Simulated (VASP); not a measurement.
The system is CaF2 (Fluorite).

```xyz
3
Lattice="0.0000 2.7310 2.7310 2.7310 0.0000 2.7310 2.7310 2.7310 0.0000" Properties=species:S:1:pos:R:3 pbc="T T T"
Ca    0.0000    0.0000    0.0000
F     1.3655    1.3655    1.3655
F     4.0965    4.0965    4.0965
```

```yaml
Program: VASP 6.6.1
Task: relaxation of cell and atoms
Functional: LDA
Potentials_or_basis: VASP PAW LDA potentials, release 64 (Ca_sv, F)
Cutoff: 600 eV
k_mesh: 8 × 8 × 8
Occupations: gaussian, width 0.03 eV
Spin: no spin polarisation
```

At the start: pressure -6.2 GPa; volume 13.58 Å³/atom.

Question: Where does the relaxation end?

Answer: Over 3 steps the energy falls by 19.5 meV/atom and the volume is 12.64 Å³/atom (-6.9 %); space group Fm-3m (No. 225, to 0.05 Å).

The path:
```
step  energy change (eV)  largest force (eV/Å)  pressure (GPa)  volume (Å³)
   1              0.0000                0.0000           -6.23        40.74
   2             -0.0581                0.0000            0.60        37.70
   3             -0.0585                0.0000           -0.01        37.92
```

Final structure:
```
Ca F
1.0
     0.00000    2.66647    2.66647
     2.66647    0.00000    2.66647
     2.66647    2.66647    0.00000
Ca F
1 2
Direct
  0.00000 0.00000 0.00000
  0.25000 0.25000 0.25000
  0.75000 0.75000 0.75000
```
